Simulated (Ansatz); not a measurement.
Suppose ZrB2 takes space group P4_2/nnm (No. 134), with Zr on 2b; B on 4e.

These are results of Ansatz, DFT PBE, scalar-relativistic, plane waves, PAW, not measurements. Cutoff 420 eV, Γ-centred mesh, Gaussian smearing, no spin polarisation.

Energies over the elements count from the elements' standard structures at the same level, with no fitted energy shifts.

**Question.** Predict the relaxed structure.

**Answer.**

Space group P4_2/nnm:1 (No. 134). a = 6.441 Å, b = 6.441 Å, c = 2.551 Å, α = 90.00°, β = 90.00°, γ = 90.00°
```
atom  site  symmetry       x       y       z
  Zr    2b      -42m  0.5000  0.5000  0.0000
   B    4e     ..2/m  0.2500  0.7500  0.7500
```

Around Zr lie 4 B at 2.36 Å, 2 Zr at 2.55 Å and 4 B at 2.97 Å; around B lie 2 Zr at 2.36 Å, 2 B at 2.55 Å and 2 Zr at 2.97 Å. Another local minimum with the same sites may exist.

**Question.** And its energy and gap?

**Answer.** The energy over the elements is +1.73 eV/atom and the gap on the 6×6×14 mesh of the 6-atom cell is 0 eV (a metal). A positive value: parting into the elements would lower its energy.

The last run used Gaussian smearing of 0.10 eV. Symmetry constrained the relaxation, so the result can be a saddle point. Another cell of ZrB2 relaxed alike, in P6/mmm (a cell as deposited in COD), lies 2.75 eV/atom lower, so this cell isn't the stable form at this level.
